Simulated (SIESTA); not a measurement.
The system is TiB2.

```
CELL_PARAMETERS angstrom
3.02920 0.00000 0.00000
-1.51460 2.62336 0.00000
0.00000 0.00000 3.22840
ATOMIC_POSITIONS crystal
Ti 0.00000 0.00000 0.00000
B 0.66667 0.33333 0.50000
B 0.33333 0.66667 0.50000
```

Base run:

```yaml
Program: SIESTA 5.4.2
Functional: PBE
Potentials_or_basis: PseudoDojo 0.4 standard (PBE files)
Basis: DZP (energy shift 0.003 Ry; two zetas on semicore shells)
Grid_cutoff: 800 Ry
Energy_shift: 0.003 Ry
k_mesh: 10 × 10 × 8
Occupations: fermi-dirac, width 0.05 eV
Spin: no spin polarisation
```

Its results: band gap on the k mesh none (metal or under the smearing width); pressure 2.7 GPa.

Task: The run is repeated on the same cell with these changes: functional from PBE to vdW-DF-cx. What comes out?

Result: Band gap on the k mesh none (metal or under the smearing width); pressure -0.4 GPa.

Caveats: the basis of atomic orbitals isn't converged, which shifts pressures, moduli and gaps; the potentials were made for another functional, which shifts forces and pressure (some runs).
